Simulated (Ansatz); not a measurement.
## AlP: the relaxed cell by functional

The starting cell is an entry of the Crystallography Open Database (1963):

```
Al P
1.0
     0.00000    2.72550    2.72550
     2.72550    0.00000    2.72550
     2.72550    2.72550    0.00000
Al P
1 1
Direct
  0.00000 0.00000 0.00000
  0.25000 0.25000 0.25000
```

Atoms and cell were relaxed at zero pressure with plane-wave PAW DFT (Ansatz 0.2.0; one set of PAW datasets, made under PBE, for all functionals; 420 eV, r2SCAN 500 eV; 8×8×8 Γ-centred mesh, fermi-dirac occupations of width 0.020 eV; no spin polarisation, no spin-orbit coupling, no dispersion correction), keeping the symmetry (F-43m, No. 216).

Q: What cells and energies do LDA, PBEsol, PBE, r2SCAN give?

A: The relaxed conventional cells:

| functional | a (Å) | volume (Å³/atom) | formation energy (eV/atom) |
| --- | --- | --- | --- |
| LDA | 5.434 | 20.06 | -0.602 |
| PBEsol | 5.470 | 20.46 | -0.575 |
| PBE | 5.507 | 20.87 | -0.633 |
| r2SCAN | 5.478 | 20.55 | -0.744 |
| the entry | 5.451 | 20.25 | – |

LDA gives the smallest volume and PBE the largest, 4.1 % more, the usual order, since LDA overbinds and PBE's gradient terms loosen the lattice. Against the entry's volume: LDA -0.9 %, PBEsol +1.1 %, PBE +3.1 %, r2SCAN +1.5 %. No verdict is drawn from this: the entry is old or was flagged in a check, so the entry may be off as well as the functionals. The formation energies span 0.17 eV an atom, lowest under r2SCAN.

Caveats: each relaxation keeps the start's symmetry, so a distorted cell may lie lower; computed cells are at 0 K with fixed nuclei, while the entry holds thermal expansion, often some tenths of a per cent in volume and more in soft crystals; formation energies are at zero smearing against the elements' usual phases under the same functional, gases as free molecules, uncorrected.
